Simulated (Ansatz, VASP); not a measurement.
# Two plane-wave programs on Ge

File INCAR:

```
  ALGO = Normal
  EDIFF = 1E-7
  ENCUT = 520
  GGA = PE
  ISIF = 2
  ISMEAR = 0
  LASPH = T
  LCHARG = T
  LELF = T
  LREAL = F
  LVHAR = T
  LWAVE = F
  NBANDS = 13
  NELM = 80
  PREC = Accurate
  SIGMA = 0.012
```

KPOINTS

```
k-points
0
Gamma
  11 11 10
```

The input POSCAR:

```
Ge
1.0
    1.3971490000     -2.6005160000      0.0000000000
    1.3971490000      2.6005160000      0.0000000000
    0.0000000000      0.0000000000      2.6982310000
Ge
1
Direct
    0.5000000000      0.5000000000      0.0000000000
```

input.yaml

```yaml
crystal:
  lattice:
    - [1.397149, -2.600516, 0.0]
    - [1.397149, 2.600516, 0.0]
    - [0.0, 0.0, 2.698231]
  atoms:
    - { symbol: Ge, position: [0.5, 0.5, 0.0] }
hamiltonian:
  xc: pbe
  pseudopotentials: { kind: paw }
kpoints:
  mp_grid: { grid: [11, 11, 10] }
scf:
  occupations: { method: gaussian, width: 0.012 }
output:
  forces: true
  stress: true
  eigenvalues: true
  write_density: true
  write_potential: true
  elf: true
  volumetric_format: npy
```

This isn't the form of Ge at room conditions, which is diamond.

Alike in both runs: task single point; functional PBE; k mesh 11 × 11 × 10; occupations gaussian, width 0.012 eV; no spin polarisation.

|  | VASP | Ansatz |
| --- | --- | --- |
| version | VASP 6.6.1 | Ansatz 0.2.0 |
| potentials or method | VASP PAW PBE potentials, release 64 (Ge_d) | Ansatz PAW |
| plane-wave cutoff (eV) | 520 | 420 |
| valence electrons in the cell | 14 | 14 |

|  | VASP | Ansatz | Ansatz less VASP |
| --- | --- | --- | --- |
| gap on the k mesh at the Fermi level (eV) | none | none | - |
| pressure (GPa) | -0.6 | -0.7 | -0.01 |
| largest component of the traceless stress (GPa) | 2.15 | 2.14 | -0.013 |

A gap of «none» marks a metal or a gap that the smearing closes.
